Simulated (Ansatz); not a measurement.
Runs of Ansatz 0.2.0 on TaN. The structure is hexagonal, space group P6_3/mmc (No. 194). The conventional cell has a = 2.922 Å, b = 2.922 Å, c = 5.917 Å, α = 90.00°, β = 90.00°, γ = 120.00°. Ta (site symmetry -3m) is surrounded by 6 N at 2.24 Å. Around N (site symmetry -6m2) lie 6 Ta at 2.24 Å. The cell comes from a database or a generator and needn't be the stable form of this composition.

```csv
task,level,cutoff (eV),points for each segment of the path,gap on the mesh (eV),pressure (GPa)
band structure,HSE03,420,4,none,-8.9
single point,r2SCAN50,500,-,none,(a)
single point,r2SCAN0,500,-,none,-11.7
single point,HF,420,-,none,-2.4
single point,r2SCANh,500,-,none,(b)
```

Alike in all rows: potentials or basis Ansatz PAW; no spin polarisation; cell as given; k mesh 5 × 5 × 3; smearing fermi-dirac 0.05 eV; the mesh is coarse, so values aren't converged.

Q: Estimate the missing entries.

A: (a) -17.1; (b) -8.4.

Caveats: all runs use coarse meshes; the PAW data sets come from PBE, with cores solved anew for the run's functional, which leaves a small shift of forces and pressure; the thresholds are loose for stress; spin-orbit coupling is left out, which moves the levels of the heavy elements (some runs); so large a pressure means that the cell lies far from this level's equilibrium, or that cutoff or potentials fall short (some runs).

A k mesh can miss the band edges, and the runs leave out spin-orbit coupling on Ta.

A gap of «none» marks a metal or a gap under the smearing width.
